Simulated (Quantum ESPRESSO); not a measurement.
Set up this calculation in Quantum ESPRESSO 7.5, as an ASE script.

- Task: single point
- Functional: PBEsol
- Potentials or basis: SSSP 1.3 efficiency PBE
- Cutoff: 748 eV
- Density cutoff: 5987 eV
- k mesh: 9 × 9 × 5
- Occupations: fermi-dirac, width 0.05 eV
- Spin: collinear spin, ferromagnetic start
- Starting moments: [3.0, 3.0] μB
- Mixing beta: 0.3
- Most SCF iterations: 120
- SCF threshold: 4e-10 Ry

Crystal: Er.

```
CELL_PARAMETERS angstrom
3.55880 0.00000 0.00000
-1.77940 3.08201 0.00000
0.00000 0.00000 5.58740
ATOMIC_POSITIONS crystal
Er 0.66667 0.33333 0.75000
Er 0.33333 0.66667 0.25000
```

These files were run (other wordings do the same):

run.py

```python
import numpy as np
from ase.calculators.espresso import Espresso, EspressoProfile
from ase import Atoms

atoms = Atoms(['Er', 'Er'],
              cell=[[3.5588, 0.0, 0.0], [-1.7794, 3.082011207, 0.0], [0.0, 0.0, 5.5874]],
              scaled_positions=[[0.6666666667, 0.3333333333, 0.75], [0.3333333333, 0.6666666667, 0.25]],
              pbc=True)
atoms.set_initial_magnetic_moments([3.0, 3.0])

input_data = {
    'control': {'calculation': 'scf', 'prefix': 'pwscf', 'outdir': './tmp', 'tprnfor': True, 'tstress': True, 'disk_io': 'nowf'},
    'system': {'ecutwfc': 55.0, 'ecutrho': 440.0, 'nbnd': 34, 'input_dft': 'pbesol', 'occupations': 'smearing', 'smearing': 'fd', 'degauss': 0.00367493, 'nspin': 2},
    'electrons': {'conv_thr': 4e-10, 'electron_maxstep': 120, 'mixing_beta': 0.3},
}
pseudopotentials = {'Er': 'Er.paw.z_22.atompaw.wentzcovitch.v1.2.upf'}
profile = EspressoProfile(command='mpirun -n 2 pw.x -nk 2', pseudo_dir='pseudo')
dft = Espresso(profile=profile, input_data=input_data, pseudopotentials=pseudopotentials, kpts=(9, 9, 5), koffset=(0, 0, 0))
atoms.calc = dft

print(f'energy {atoms.get_potential_energy():.8f} eV')
print('forces (eV/A)')
print(np.round(atoms.get_forces(), 6))
print('stress (eV/A^3, Voigt)')
print(np.round(atoms.get_stress(), 8))
print(f'Fermi level {dft.get_fermi_level():.4f} eV')
```

Potentials or basis: SSSP 1.3 efficiency PBE.

Launch:

```bash
$ OMP_NUM_THREADS=1 python run.py
```

Results of the run:

| Item | Value |
| --- | --- |
| Pressure | -1.2 GPa |
| Band gap on the k mesh | none (metal or under the smearing width) |
| Net moment | 4.56 μB per cell |
| Absolute moment | 5.03 μB per cell |
| Site moments | Er +2.36 μB |
| Valence electrons inside the program's atomic spheres | Er 20.60 |

Caveat: the potentials were made for another functional, which shifts forces and pressure; the magnetic or orbital state may not be the lowest; spin-orbit coupling is left out, which moves the levels of the heavy elements.

Wall time 3.3 min on 2 MPI ranks on Intel(R) Xeon(R) Platinum 8488C (Sapphire Rapids), with other jobs on the host, peak memory 0.86 GiB a rank.
